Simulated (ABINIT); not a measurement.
# C (Fd-3m) in ABINIT: convergence with k mesh

Aim: find how far k mesh must go before the results for C settle, at LDA. This setting moves, with any that are tied to it; all else stays.

Program: ABINIT 10.8.3 (patched build). These are calculated values, not measurements. Logs are shortened: lines on timing, memory, paths and dates and some standing lists are left out, and cuts for length are marked. The log counts tension as positive stress, the text compression.

### 1 The crystal as given

Symmetry: Fd-3m, No. 227, cubic system. Conventional cell: a = 3.567 Å, b = 3.567 Å, c = 3.567 Å, α = 90.00°, β = 90.00°, γ = 90.00°. Around C (site symmetry -43m) lie 4 C at 1.54 Å.

This isn't the form of C at room conditions, which is graphite.

### 2 With k mesh 3 × 3 × 3

run.abi reads:

```
# Pseudopotentials
pp_dirpath "./"
pseudos "C.hgh"

# Structure
acell 3*1.0 Angstrom
rprim
     0.0000000000     1.7833700000     1.7833700000
     1.7833700000     0.0000000000     1.7833700000
     1.7833700000     1.7833700000     0.0000000000
ntypat 1
znucl 6
natom 2
typat 1 1
xred
     0.7500000000     0.7500000000     0.7500000000
     0.5000000000     0.5000000000     0.5000000000

# Plane-wave basis
ecut 53.0

# k points
kptopt 1
ngkpt 3 3 3
nshiftk 1
shiftk 0.0 0.0 0.0

# Exchange and correlation
ixc 7

# Bands and occupations
nband 8
occopt 7
tsmear 0.1 eV

# SCF cycle
nstep 100
tolvrs 1.0e-10

# Output
iomode 3
prtwf 0
prtden 0
prteig 0
prtebands 0
enunit 1
```

Potentials or basis: HGH LDA.

Run with:

```console
$ abinit run.abi > log 2>&1
```

Wall time 0.69 s (1 thread of Arm Neoverse V2, shared host); peak memory 0.06 GiB.

Results (log left out):

```yaml
Free_energy: -310.3738 eV
Pressure: -11.2 GPa
Band_gap_on_the_k_mesh: 4.09 eV, indirect (least direct gap 5.53 eV)
All_electrons_inside_the_program's_atomic_spheres: C 4.71 (radii [1.0584] Å)
```

### 3 With k mesh 4 × 4 × 4

Edit run.abi of step 2 so:

```diff
@@ -23,3 +23,3 @@
 kptopt 1
-ngkpt 3 3 3
+ngkpt 4 4 4
 nshiftk 1
```

Potentials or basis: HGH LDA.

Run with:

```console
$ abinit run.abi > log 2>&1
```

Wall time 1.1 s (1 thread of Arm Neoverse V2, shared host); peak memory 0.06 GiB.

It converged, with:

```
Free energy                                       : -310.8131 eV
Pressure                                          : -15.0 GPa
Band gap on the k mesh                            : 4.42 eV, indirect (least direct gap 5.55 eV)
All electrons inside the program's atomic spheres : C 4.70 (radii [1.0584] Å)
```

### 4 With k mesh 6 × 6 × 6

Edit run.abi of step 3 so:

```diff
@@ -23,3 +23,3 @@
 kptopt 1
-ngkpt 4 4 4
+ngkpt 6 6 6
 nshiftk 1
```

Run with:

```console
$ abinit run.abi > log 2>&1
```

Run time: 2.2 s. Hardware: 1 thread of Arm Neoverse V2, shared host; peak memory 0.06 GiB.

Results (log left out):

| Item | Value |
| --- | --- |
| Free energy | -310.9343 eV |
| Pressure | -15.9 GPa |
| Band gap on the k mesh | 4.14 eV, indirect (least direct gap 5.55 eV) |
| All electrons inside the program's atomic spheres | C 4.69 (radii [1.0584] Å) |

### 5 With k mesh 8 × 8 × 8

Edit run.abi of step 4 so:

```diff
@@ -23,3 +23,3 @@
 kptopt 1
-ngkpt 6 6 6
+ngkpt 8 8 8
 nshiftk 1
```

Run with:

```console
$ abinit run.abi > log 2>&1
```

It took 3.9 s on 1 thread of Arm Neoverse V2, shared host; peak memory 0.06 GiB.

It converged, with:

| Item | Value |
| --- | --- |
| Free energy | -310.9429 eV |
| Pressure | -16.0 GPa |
| Band gap on the k mesh | 4.12 eV, indirect (least direct gap 5.55 eV) |
| All electrons inside the program's atomic spheres | C 4.69 (radii [1.0584] Å) |

### 6 With k mesh 10 × 10 × 10

Edit run.abi of step 5 so:

```diff
@@ -23,3 +23,3 @@
 kptopt 1
-ngkpt 8 8 8
+ngkpt 10 10 10
 nshiftk 1
```

Potentials or basis: HGH LDA.

Run with:

```console
$ abinit run.abi > log 2>&1
```

It took 6.4 s on 1 thread of Arm Neoverse V2, shared host; peak memory 0.06 GiB.

It converged, with:

```
Free energy                                       : -310.9436 eV
Pressure                                          : -16.0 GPa
Band gap on the k mesh                            : 4.16 eV, indirect (least direct gap 5.55 eV)
All electrons inside the program's atomic spheres : C 4.69 (radii [1.0584] Å)
```

### 7 With k mesh 12 × 12 × 12

Edit run.abi of step 6 so:

```diff
@@ -23,3 +23,3 @@
 kptopt 1
-ngkpt 10 10 10
+ngkpt 12 12 12
 nshiftk 1
```

Run with:

```console
$ abinit run.abi > log 2>&1
```

It took 9.8 s on 1 thread of Arm Neoverse V2, shared host; peak memory 0.06 GiB.

The run converged. Its results:

- Free energy: -310.9438 eV
- Pressure: -16.0 GPa
- Band gap on the k mesh: 4.14 eV, indirect (least direct gap 5.55 eV)
- All electrons inside the program's atomic spheres: C 4.69 (radii [1.0584] Å)

### 8 With k mesh 14 × 14 × 14

Edit run.abi of step 7 so:

```diff
@@ -23,3 +23,3 @@
 kptopt 1
-ngkpt 12 12 12
+ngkpt 14 14 14
 nshiftk 1
```

Run with:

```console
$ abinit run.abi > log 2>&1
```

Run time: 15 s. Hardware: 1 thread of Arm Neoverse V2, shared host; peak memory 0.07 GiB.

The run converged. Its results:

```yaml
Free_energy: -310.9437 eV
Pressure: -16.0 GPa
Band_gap_on_the_k_mesh: 4.12 eV, indirect (least direct gap 5.55 eV)
All_electrons_inside_the_program's_atomic_spheres: C 4.69 (radii [1.0584] Å)
```

### 9 With k mesh 16 × 16 × 16

Edit run.abi of step 8 so:

```diff
@@ -23,3 +23,3 @@
 kptopt 1
-ngkpt 14 14 14
+ngkpt 16 16 16
 nshiftk 1
```

Potentials or basis: HGH LDA.

Run with:

```console
$ abinit run.abi > log 2>&1
```

Run time: 20 s. Hardware: 1 thread of Arm Neoverse V2, shared host; peak memory 0.07 GiB.

Results (log left out):

* Free energy: -310.9437 eV
* Pressure: -16.0 GPa
* Band gap on the k mesh: 4.12 eV, indirect (least direct gap 5.55 eV)
* All electrons inside the program's atomic spheres: C 4.69 (radii [1.0584] Å)

### 10 With k mesh 20 × 20 × 20

Edit run.abi of step 9 so:

```diff
@@ -23,3 +23,3 @@
 kptopt 1
-ngkpt 16 16 16
+ngkpt 20 20 20
 nshiftk 1
```

Potentials or basis: HGH LDA.

Run with:

```console
$ abinit run.abi > log 2>&1
```

run.abo:

```text
.Version 10.8.3 of ABINIT
 Symmetries : space group Fd -3 m (#227); Bravais cF (face-center cubic)
================================================================================
 Values of the parameters that define the memory need of the present run
     intxc =       0    ionmov =       0      iscf =       7    lmnmax =       1
     lnmax =       1     mgfft =      32  mpssoang =       2    mqgrid =    3001
     natom =       2  nloc_mem =       1    nspden =       1   nspinor =       1
    nsppol =       1      nsym =      48    n1xccc =       0    ntypat =       1
    occopt =       7   xclevel =       1
       mpw =        1430          nfft =       32768          nkpt =         256
================================================================================
================================================================================

--------------------------------------------------------------------------------
------------- Echo of variables that govern the present computation ------------
--------------------------------------------------------------------------------
 -outvars: echo values of preprocessed input variables --------
            acell      1.8897261259E+00  1.8897261259E+00  1.8897261259E+00 Bohr
              amu      1.20110000E+01
             ecut      5.30000000E+01 Hartree
           enunit           1
                       outvar_i_n : Printing only first  50 k-points.
              ixc           7
                       outvar_i_n : Printing only first  50 k-points.
         kptrlatt       20    0    0      0   20    0      0    0   20
          kptrlen      9.53202818E+01
            natom           2
            nband           8
            ngfft          32      32      32
             nkpt         256
            nstep         100
             nsym          48
           ntypat           1
                       prtocc : prtvol=0, do not print more k-points.
           occopt           7
           prtden           0
        prtebands           0
           prteig           0
            prtwf           0
            rprim      0.0000000000E+00  1.7833700000E+00  1.7833700000E+00
                       1.7833700000E+00  0.0000000000E+00  1.7833700000E+00
                       1.7833700000E+00  1.7833700000E+00  0.0000000000E+00
          spgroup         227
           tolvrs      1.00000000E-10
           tsmear      3.67493222E-03 Hartree
            typat      1  1
                       outvars : Printing only first  50 k-points.
           xangst      2.6750550000E+00  2.6750550000E+00  2.6750550000E+00
                       1.7833700000E+00  1.7833700000E+00  1.7833700000E+00
            xcart      5.0551213217E+00  5.0551213217E+00  5.0551213217E+00
                       3.3700808812E+00  3.3700808812E+00  3.3700808812E+00
             xred      7.5000000000E-01  7.5000000000E-01  7.5000000000E-01
                       5.0000000000E-01  5.0000000000E-01  5.0000000000E-01
            znucl        6.00000

================================================================================

 chkinp: Checking input parameters for consistency.

================================================================================
[... 82 lines left out ...]
cartesian_forces: # hartree/bohr
- [ -0.00000000E+00,  -0.00000000E+00,  -0.00000000E+00, ]
- [ -0.00000000E+00,  -0.00000000E+00,  -0.00000000E+00, ]
force_length_stats: {min:   0.00000000E+00, max:   0.00000000E+00, mean:   0.00000000E+00, }
...

 Integrated electronic density in atomic spheres:
 ------------------------------------------------
 Atom  Sphere_radius  Integrated_density
    1        2.00000          4.68991966
    2        2.00000          4.68991966
================================================================================

 ----iterations are completed or convergence reached----

 Mean square residual over all n,k,spin=   17.939E-10; max=  26.268E-07
 reduced coordinates (array xred) for    2 atoms
       0.750000000000      0.750000000000      0.750000000000
       0.500000000000      0.500000000000      0.500000000000
 rms dE/dt=  0.0000E+00; max dE/dt=  0.0000E+00; dE/dt below (all hartree)
    1       0.000000000000      0.000000000000      0.000000000000
    2       0.000000000000      0.000000000000      0.000000000000

 cartesian coordinates (angstrom) at end:
    1      2.67505500000000     2.67505500000000     2.67505500000000
    2      1.78337000000000     1.78337000000000     1.78337000000000

 cartesian forces (hartree/bohr) at end:
    1     -0.00000000000000    -0.00000000000000    -0.00000000000000
    2     -0.00000000000000    -0.00000000000000    -0.00000000000000
 frms,max,avg= 0.0000000E+00 0.0000000E+00   0.000E+00  0.000E+00  0.000E+00 h/b

 cartesian forces (eV/Angstrom) at end:
    1     -0.00000000000000    -0.00000000000000    -0.00000000000000
    2     -0.00000000000000    -0.00000000000000    -0.00000000000000
 frms,max,avg= 0.0000000E+00 0.0000000E+00   0.000E+00  0.000E+00  0.000E+00 e/A
 length scales=  1.889726125908  1.889726125908  1.889726125908 bohr
              =  1.000000000000  1.000000000000  1.000000000000 angstroms
 Fermi (or HOMO) energy (eV) =  16.86893   Average Vxc (eV)= -13.46496
 Eigenvalues (   eV  ) for nkpt= 256  k points:
 kpt#   1, nband=  8, wtk=  0.00013, kpt=  0.0000  0.0000  0.0000 (reduced coord)
  -8.11309   13.20555   13.20555   13.20555   18.76046   18.76046   18.76046   26.69297
 prteigrs : prtvol=0 or 1, do not print more k-points.

--- !EnergyTerms
iteration_state     : {dtset: 1, }
comment             : Components of total free energy in Hartree
kinetic             :  8.78482270822422E+00
hartree             :  9.60680441697469E-01
xc                  : -3.53396725750882E+00
Ewald energy        : -1.27873442426994E+01
psp_core            : -3.54686216022582E-02
local_psp           : -5.68731185909642E+00
non_local_psp       :  8.71617676907177E-01
internal            : -1.14269711540780E+01
'-kT*entropy'       : -1.16157633065004E-15
total_energy        : -1.14269711540780E+01
total_energy_eV     : -3.10943725695301E+02
band_energy         :  1.26713806245201E+00
...

 Cartesian components of stress tensor (hartree/bohr^3)
  sigma(1 1)=  5.43252899E-04  sigma(3 2)=  0.00000000E+00
  sigma(2 2)=  5.43252899E-04  sigma(3 1)=  0.00000000E+00
  sigma(3 3)=  5.43252899E-04  sigma(2 1)=  0.00000000E+00

-Cartesian components of stress tensor (GPa)         [Pressure= -1.5983E+01 GPa]
- sigma(1 1)=  1.59830521E+01  sigma(3 2)=  0.00000000E+00
- sigma(2 2)=  1.59830521E+01  sigma(3 1)=  0.00000000E+00
- sigma(3 3)=  1.59830521E+01  sigma(2 1)=  0.00000000E+00

== END DATASET(S) ==============================================================
================================================================================

 -outvars: echo values of variables after computation  --------
            acell      1.8897261259E+00  1.8897261259E+00  1.8897261259E+00 Bohr
           etotal     -1.1426971154E+01
            fcart     -0.0000000000E+00 -0.0000000000E+00 -0.0000000000E+00
                      -0.0000000000E+00 -0.0000000000E+00 -0.0000000000E+00
            rprim      0.0000000000E+00  1.7833700000E+00  1.7833700000E+00
                       1.7833700000E+00  0.0000000000E+00  1.7833700000E+00
                       1.7833700000E+00  1.7833700000E+00  0.0000000000E+00
           strten      5.4325289942E-04  5.4325289942E-04  5.4325289942E-04
                       0.0000000000E+00  0.0000000000E+00  0.0000000000E+00
           xangst      2.6750550000E+00  2.6750550000E+00  2.6750550000E+00
                       1.7833700000E+00  1.7833700000E+00  1.7833700000E+00
             xred      7.5000000000E-01  7.5000000000E-01  7.5000000000E-01
                       5.0000000000E-01  5.0000000000E-01  5.0000000000E-01
 Calculation completed.
```

Wall time 35 s (1 thread of Arm Neoverse V2, shared host); peak memory 0.07 GiB.

Results:

- Free energy: -310.9437 eV
- Pressure: -16.0 GPa
- Band gap on the k mesh: 4.12 eV, indirect (least direct gap 5.55 eV)
- All electrons inside the program's atomic spheres: C 4.69 (radii [1.0584] Å)

### 11 Summary

```
      k mesh  energy less the tightest run, at zero smearing (meV/atom)  pressure (GPa)  gap on the mesh (eV)  SCF cycles  CPU time (s)  peak memory (GiB)
   3 × 3 × 3                                                     284.96          -11.17                 4.088           6          0.65               0.06
   4 × 4 × 4                                                      65.33          -15.00                 4.415           6           1.1               0.06
   6 × 6 × 6                                                       4.70          -15.93                 4.141           6           2.1               0.06
   8 × 8 × 8                                                       0.39          -15.98                 4.120           6           3.9               0.06
10 × 10 × 10                                                       0.05          -15.98                 4.156           6           6.4               0.06
12 × 12 × 12                                                      -0.02          -15.98                 4.143           6           9.7               0.06
14 × 14 × 14                                                      -0.01          -15.98                 4.118           6            15               0.07
16 × 16 × 16                                                      -0.01          -15.98                 4.120           6            20               0.07
20 × 20 × 20                                                       0.00          -15.98                 4.122           6            35               0.07
```

Against the tightest run, the energy stays within 1 meV/atom from 8 × 8 × 8 on; the pressure stays within 0.1 GPa from 6 × 6 × 6 on; the gap on the mesh stays within 0.01 eV from 14 × 14 × 14 on. Meshes of other sizes hit other points, so gaps and Fermi surfaces needn't settle smoothly. The tightest run that finished is the yardstick and may itself not be fully converged.

Caveats: so large a pressure means that the cell lies far from this level's equilibrium, or that cutoff or potentials fall short; HGH potentials are hard and often keep d shells in the core, so these values are rough.
